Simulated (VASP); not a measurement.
# C (C2/m) in VASP: a series of runs

One crystal, C, is run at these levels: PBEsol; tasks: single point.

Everything below comes from runs of VASP 6.6.1. Logs are shortened: lines on timing, memory, paths and dates and some standing lists are left out, and cuts for length are marked.

### Step 1. The structure

It takes space group C2/m (No. 12, monoclinic). Conventional cell: a = 4.255 Å, b = 2.457 Å, c = 3.765 Å, α = 90.00°, β = 111.49°, γ = 90.00°. C (site symmetry m) is surrounded by 3 C at 1.42 Å.

This is a stacking variant of graphite.

### Step 2. Single point, PBEsol

File INCAR:

```
  PREC = Accurate
  ENCUT = 460
  EDIFF = 1E-6
  ISMEAR = 0
  SIGMA = 0.05
  LREAL = F
  LASPH = F
  NELM = 100
  ALGO = Normal
  ISIF = 2
  LWAVE = F
  LCHARG = F
  GGA = PS
  ADDGRID = F
```

File KPOINTS:

```
regular mesh
0
Gamma
  6 6 4
```

File POSCAR:

```
C
1.0
    2.1273203072     -1.2282824400      0.0000000000
    2.1273203072      1.2282824400      0.0000000000
   -1.3790696309      0.0000000000      3.5028300786
C
2
Direct
    0.1666444700      0.1666444700      0.9999069600
    0.8333555300      0.8333555300      0.0000930400
```

Potentials or basis: VASP PAW PBE potentials, release 64 (C).

On the command line:

```bash
$ cat potpaw_PBE.64/C/POTCAR > POTCAR
$ mpirun -np 1 vasp_std > vasp.out
```

OUTCAR:

```text
PREC = Accurate
   ENCUT = 460
   EDIFF = 1E-6
   ISMEAR = 0
   LREAL = F
   LASPH = F
   NELM = 100
   ISIF = 2
   GGA = PS

 Found     47 irreducible k-points:

 Following reciprocal coordinates:
            Coordinates               Weight
  0.000000  0.000000  0.000000      1.000000
  0.166667  0.000000 -0.000000      4.000000
  0.333333  0.000000  0.000000      4.000000
  0.500000  0.000000  0.000000      2.000000
  0.166667  0.166667 -0.000000      2.000000
  0.333333  0.166667  0.000000      4.000000
   k-points           NKPTS =     47   k-points in BZ     NKDIM =     47   number of bands    NBANDS=      8
   number of dos      NEDOS =    301   number of ions     NIONS =      2
   total plane-waves  NPLWV =   9072
   dimension x,y,z NGX =    18 NGY =   18 NGZ =   28
   dimension x,y,z NGXF=    36 NGYF=   36 NGZF=   56
   ions per type =               2
   NGX,Y,Z   is equivalent  to a cutoff of  12.18, 12.18, 12.37 a.u.
   NGXF,Y,Z  is equivalent  to a cutoff of  24.36, 24.36, 24.73 a.u.
 SYSTEM =  unknown system
   PREC   = accura    normal or accurate (medium, high low for compatibility)
   ISTART =      0    job   : 0-new  1-cont  2-samecut
   ICHARG =      2    charge: 1-file 2-atom 10-const
   ISPIN  =      1    spin polarized calculation?
   LNONCOLLINEAR =      F non collinear calculations
   LSORBIT =      F    spin-orbit coupling
   LASPH  =      F    aspherical Exc in radial PAW
   ENCUT  =  460.0 eV  33.81 Ry    5.81 a.u.   4.30  4.30  6.58*2*pi/ulx,y,z
   NELM   =    100;   NELMIN=  2; NELMDL= -5     # of ELM steps
   EDIFF  = 0.1E-05   stopping-criterion for ELM
   LREAL  =      F    real-space projection
   EDIFFG = 0.1E-04   stopping-criterion for IOM
   NSW    =      0    number of steps for IOM
   IBRION =     -1    ionic relax: 0-MD 1-quasi-New 2-CG
   NFREE  =      0    steps in history (QN), initial steepest desc. (CG)
   ISIF   =      2    stress and relaxation
   ISYM   =      2    0-nonsym 1-usesym 2-fastsym
   POTIM  = 0.5000    time-step for ionic-motion
   TEBEG  =    0.0;   TEEND  =   0.0 temperature during run
   PSTRESS=    0.0 pullay stress
   NELECT =       8.0000    total number of electrons
   NUPDOWN=      -1.0000    fix difference up-down
   EMIN   =  10.00;   EMAX   =-10.00  energy-range for DOS
   EFERMI =   0.00;   METHOD = LEGACY
   ISMEAR =     0;   SIGMA  =   0.05  broadening in eV -4-tet -1-fermi 0-gaus
   EFERMI_NEDOS =   21; number of points for ismear=-14 and -15
   IALGO  =     38    algorithm
   IMIX   =      4    mixing-type and parameters
     AMIX     =   0.40;   BMIX     =  1.00
     AMIX_MAG =   1.60;   BMIX_MAG =  1.00
  volume/ion in A,a.u.               =       9.15        61.77
  Fermi-wavevector in a.u.,A,eV,Ry     =   1.242352  2.347705 20.999765  1.543439
  Thomas-Fermi vector in A             =   2.376710
   LORBIT       =      0    0 simple, 1 ext, 2 COOP (PROOUT), +10 PAW based schemes
   GGA     = PS    functional components
   LHFCALC =     F    Hartree Fock is set to
   AEXX    =    0.0000 exact exchange contribution
   IVDW    =     0    specifies the selected vdW correction
   LEPSILON=     F    determine dielectric tensor
   LRPA    =     F    only Hartree local field effects (RPA)
 non-spin polarized calculation
 Gauss-broadening in eV      SIGMA  =   0.05
  energy-cutoff  :      460.00
  volume of cell :       18.31
 maximum number of plane-waves:       424
 NGX is ok and might be reduce to    18
   NGX =  9   NGY =  9   NGZ = 13

 number of electron       8.0000000 magnetization

 Free energy of the ion-electron system (eV)
  ---------------------------------------------------
  ext. energy  EPLUGINS =         0.00000000
  ---------------------------------------------------
  free energy    TOTEN  =       -19.25688823 eV

  energy without entropy =      -19.25688823  energy(sigma->0) =      -19.25688823

 E-fermi :   4.2768     XC(G=0): -10.2686

 val. band max:        4.0456466763   @ k =  -0.3333   0.3333   0.0000
 cond. band min:       4.5211906531   @ k =  -0.3333   0.3333   0.5000
 fundamental gap:      0.4755439768
 Fermi energy:         4.2767976738

 k-point     1 :       0.0000    0.0000    0.0000
  band No.  band energies     occupation
      1     -15.3777      2.00000
      2      -2.5877      2.00000
      3       1.3205      2.00000
      4       1.3237      2.00000
      5       7.9843      0.00000
      6      12.6938      0.00000
      7      12.6964      0.00000
      8      15.8115      0.00000

 k-point     2 :       0.1667    0.0000   -0.0000
  band No.  band energies     occupation
      1     -14.7078      2.00000
      2      -1.8800      2.00000
      3      -0.9825      2.00000
      4       0.1749      2.00000
      5       8.9288      0.00000
      6      12.7548      0.00000
      7      13.6907      0.00000
      8      15.2702      0.00000

 k-point     3 :       0.3333    0.0000    0.0000
  band No.  band energies     occupation
      1     -12.7341      2.00000
      2      -5.3320      2.00000
      3      -1.4573      2.00000
      4       0.1454      2.00000
      5       9.2950      0.00000
      6      11.6674      0.00000
      7      12.3043      0.00000
      8      19.8464      0.00000

 k-point     4 :       0.5000    0.0000    0.0000
  band No.  band energies     occupation
      1      -9.9811      2.00000
      2      -9.0333      2.00000
      3      -2.0987      2.00000
      4       2.1987      2.00000
      5       6.2355      0.00000
      6      11.9113      0.00000
      7      15.7632      0.00000
      8      16.2219      0.00000

 k-point     5 :       0.1667    0.1667   -0.0000
  band No.  band energies     occupation
      1     -14.6912      2.00000
      2      -2.0313      2.00000
      3      -0.9645      2.00000
      4       0.1603      2.00000
      5       9.2830      0.00000
      6      12.7063      0.00000
      7      13.6262      0.00000
      8      15.2694      0.00000

 k-point     6 :       0.3333    0.1667    0.0000
  band No.  band energies     occupation
      1     -13.3572      2.00000
      2      -3.4152      2.00000
      3      -2.1217      2.00000
      4      -0.7505      2.00000
      5      10.6446      0.00000
      6      11.4078      0.00000
      7      14.4154      0.00000
      8      16.0774      0.00000

 [... further k-points ...]

------------------------ aborting loop because EDIFF is reached ----------------------------------------

  FORCE on cell =-STRESS in cart. coord.  units (eV):
  Direction    XX          YY          ZZ          XY          YZ          ZX
  --------------------------------------------------------------------------------------
  -------------------------------------------------------------------------------------
  Total        0.3215643      0.2984390     -0.1247002      0.0000000      0.0000000     -0.0083757
  in kB       28.1448074     26.1207669    -10.9143450      0.0000000      0.0000000     -0.7330821
  external PRESSURE =      14.4504098 kB  Pullay stress =       0.0000000 kB

 VOLUME and BASIS-vectors are now :
 -----------------------------------------------------------------------------
  energy-cutoff  :      460.00
  volume of cell :       18.31
      direct lattice vectors                 reciprocal lattice vectors
     2.127320307 -1.228282440  0.000000000     0.235037478 -0.407072497  0.092534619
     2.127320307  1.228282440  0.000000000     0.235037478  0.407072497  0.092534619
    -1.379069631  0.000000000  3.502830079     0.000000000  0.000000000  0.285483446

 POSITION                                       TOTAL-FORCE (eV/Angst)
 -----------------------------------------------------------------------------------
     -0.66993      0.00000      3.50250         0.003991      0.000000     -0.051845
      3.54550      0.00000      0.00033        -0.003991      0.000000      0.051845
 -----------------------------------------------------------------------------------
    total drift:                               -0.000000     -0.000000      0.000000

  FREE ENERGIE OF THE ION-ELECTRON SYSTEM (eV)
  ---------------------------------------------------
  free  energy   TOTEN  =       -19.2568882318 eV

  energy  without entropy=      -19.2568882318  energy(sigma->0) =      -19.25688823
```

It took 8 s on 1 thread of Intel Xeon Platinum 8488C (Sapphire Rapids), shared host; peak memory 0.11 GiB.

These settings aren't checked as converged: the numbers below hold their error.

Results:

```yaml
Free_energy: -19.2569 eV
Pressure: 1.4 GPa
Largest_force: 0.052 eV/Å
Band_gap_on_the_k_mesh: 0.48 eV, indirect (least direct gap 0.50 eV)
```

Caveat: the k mesh is coarse (spacing up to 0.50 Å⁻¹), so the values aren't converged; the cutoff is under 1.25 times the usual one of these potentials, so pressure, stress and relaxed cells hold a basis-set (Pulay) error; the PAW data sets were made with another functional, which shifts forces and pressure a little; this functional lacks dispersion, which binds the layers, so the pressure and a relaxed spacing across them are unreliable.

### Step 3. Single point, PBEsol

File INCAR:

```
  PREC = Normal
  ENCUT = 460
  EDIFF = 1E-4
  ISMEAR = 0
  SIGMA = 0.05
  LREAL = Auto
  LASPH = T
  NELM = 100
  ALGO = Normal
  ISIF = 2
  LWAVE = F
  LCHARG = F
  GGA = PS
  ADDGRID = F
```

KPOINTS is that of step 2.

POSCAR is that of step 2.

Potentials or basis: VASP PAW PBE potentials, release 64 (C).

On the command line:

```bash
$ cat potpaw_PBE.64/C/POTCAR > POTCAR
$ mpirun -np 1 vasp_std > vasp.out
```

OUTCAR:

```text
PREC = Normal
   ENCUT = 460
   EDIFF = 1E-4
   ISMEAR = 0
   LREAL = Auto
   LASPH = T
   NELM = 100
   ISIF = 2
   GGA = PS

 Found     47 irreducible k-points:

 Following reciprocal coordinates:
            Coordinates               Weight
  0.000000  0.000000  0.000000      1.000000
  0.166667  0.000000 -0.000000      4.000000
  0.333333  0.000000  0.000000      4.000000
  0.500000  0.000000  0.000000      2.000000
  0.166667  0.166667 -0.000000      2.000000
  0.333333  0.166667  0.000000      4.000000
   k-points           NKPTS =     47   k-points in BZ     NKDIM =     47   number of bands    NBANDS=      8
   number of dos      NEDOS =    301   number of ions     NIONS =      2
   total plane-waves  NPLWV =   3920
   dimension x,y,z NGX =    14 NGY =   14 NGZ =   20
   dimension x,y,z NGXF=    28 NGYF=   28 NGZF=   40
   ions per type =               2
   NGX,Y,Z   is equivalent  to a cutoff of   9.47,  9.47,  8.83 a.u.
   NGXF,Y,Z  is equivalent  to a cutoff of  18.95, 18.95, 17.66 a.u.
 SYSTEM =  unknown system
   PREC   = normal    normal or accurate (medium, high low for compatibility)
   ISTART =      0    job   : 0-new  1-cont  2-samecut
   ICHARG =      2    charge: 1-file 2-atom 10-const
   ISPIN  =      1    spin polarized calculation?
   LNONCOLLINEAR =      F non collinear calculations
   LSORBIT =      F    spin-orbit coupling
   LASPH  =      T    aspherical Exc in radial PAW
[... 61 lines left out ...]
      2      -2.5872      2.00000
      3       1.2983      2.00000
      4       1.3015      2.00000
      5       7.9610      0.00000
      6      12.6757      0.00000
      7      12.6782      0.00000
      8      15.8199      0.00000
[... 45 lines left out ...]
 k-point     6 :       0.3333    0.1667    0.0000
  band No.  band energies     occupation
      1     -13.3700      2.00000
      2      -3.4335      2.00000
      3      -2.1416      2.00000
      4      -0.7507      2.00000
      5      10.6483      0.00000
      6      11.3861      0.00000
      7      14.3976      0.00000
      8      16.0611      0.00000

 [... further k-points ...]

------------------------ aborting loop because EDIFF is reached ----------------------------------------

  FORCE on cell =-STRESS in cart. coord.  units (eV):
  Direction    XX          YY          ZZ          XY          YZ          ZX
  --------------------------------------------------------------------------------------
  -------------------------------------------------------------------------------------
  Total        0.3165412      0.2804853     -0.0679723      0.0000000      0.0000000     -0.0102231
  in kB       27.7051553     24.5493746     -5.9492499      0.0000000      0.0000000     -0.8947708
  external PRESSURE =      15.4350933 kB  Pullay stress =       0.0000000 kB

 VOLUME and BASIS-vectors are now :
 -----------------------------------------------------------------------------
  energy-cutoff  :      460.00
  volume of cell :       18.31
      direct lattice vectors                 reciprocal lattice vectors
     2.127320307 -1.228282440  0.000000000     0.235037478 -0.407072497  0.092534619
     2.127320307  1.228282440  0.000000000     0.235037478  0.407072497  0.092534619
    -1.379069631  0.000000000  3.502830079     0.000000000  0.000000000  0.285483446

 POSITION                                       TOTAL-FORCE (eV/Angst)
 -----------------------------------------------------------------------------------
     -0.66993      0.00000      3.50250         0.006249      0.000000     -0.050133
      3.54550      0.00000      0.00033        -0.006249      0.000000      0.050133
 -----------------------------------------------------------------------------------
    total drift:                               -0.000000     -0.000000      0.000000

  FREE ENERGIE OF THE ION-ELECTRON SYSTEM (eV)
  ---------------------------------------------------
  free  energy   TOTEN  =       -19.2612678921 eV

  energy  without entropy=      -19.2612678921  energy(sigma->0) =      -19.26126789
```

OSZICAR:

```text
N       E                     dE             d eps       ncg     rms          rms(c)
DAV:   1    -0.242932328165E+01   -0.24293E+01   -0.40524E+03   792   0.804E+02
DAV:   2    -0.202699630246E+02   -0.17841E+02   -0.16568E+02  1128   0.105E+02
DAV:   3    -0.204736623685E+02   -0.20370E+00   -0.20370E+00   944   0.132E+01
DAV:   4    -0.204744094128E+02   -0.74704E-03   -0.74704E-03  1208   0.769E-01
DAV:   5    -0.204744096444E+02   -0.23160E-06   -0.23137E-06   936   0.122E-02    0.647E+00
DAV:   6    -0.195548059246E+02    0.91960E+00   -0.98465E-01   880   0.696E+00    0.375E+00
DAV:   7    -0.192598368891E+02    0.29497E+00   -0.10358E+00   928   0.710E+00    0.972E-01
DAV:   8    -0.192613175084E+02   -0.14806E-02   -0.10420E-02   904   0.893E-01    0.725E-02
DAV:   9    -0.192612678921E+02    0.49616E-04   -0.32712E-04  1048   0.145E-01
   1 F= -.19261268E+02 E0= -.19261268E+02  d E =-.537066E-11
```

stdout:

```text
POSCAR found type information on POSCAR C
 POSCAR found :  1 types and       2 ions
 scaLAPACK will be used
 -----------------------------------------------------------------------------
|                                                                             |
|                                                                             |
|     You have a (more or less) 'small supercell' and for smaller cells       |
|     it is recommended to use the reciprocal-space projection scheme!        |
|     The real-space optimization is not efficient for small cells and it     |
|     is also less accurate ...                                               |
|     Therefore, set LREAL=.FALSE. in the INCAR file.                         |
|                                                                             |
 -----------------------------------------------------------------------------

 -----------------------------------------------------------------------------
|                                                                             |
|                                                                             |
|     You enforced a specific xc type in the INCAR file but a different       |
|     I HOPE YOU KNOW WHAT YOU ARE DOING!                                     |
|                                                                             |
 -----------------------------------------------------------------------------

 LDA part: xc-table for (Slater+PW92), standard interpolation
 POSCAR, INCAR and KPOINTS ok, starting setup
 FFT: planning ... GRIDC
 FFT: planning ... GRID_SOFT
 FFT: planning ... GRID
 WAVECAR not read
 entering main loop
```

It used 2.9 s of CPU time on 1 thread of Intel(R) Xeon(R) Platinum 8488C (Sapphire Rapids), on a shared host, which was overloaded at the time.

These settings aren't checked as converged: the numbers below hold their error.

What came out:

| Item | Value |
| --- | --- |
| Free energy | -19.2613 eV |
| Pressure | 1.5 GPa |
| Largest force | 0.051 eV/Å |
| Band gap on the k mesh | 0.48 eV, indirect (least direct gap 0.50 eV) |

Caveat: the k mesh is coarse (spacing up to 0.50 Å⁻¹), so the values aren't converged; the cutoff is under 1.25 times the usual one of these potentials, so pressure, stress and relaxed cells hold a basis-set (Pulay) error; the PAW data sets were made with another functional, which shifts forces and pressure a little; this functional lacks dispersion, which binds the layers, so the pressure and a relaxed spacing across them are unreliable.

### Step 4. The reference run

An earlier run on the cell as given: functional PBE; potentials or basis VASP PAW PBE potentials, release 64 (C); cutoff 520 eV; k mesh 13 × 13 × 8; occupations fermi-dirac, width 0.05 eV; no spin polarisation.

* Pressure: 4.2 GPa
* Largest force: 0.005 eV/Å
* Band gap on the k mesh: 0.93 eV, indirect (least direct gap 0.94 eV)
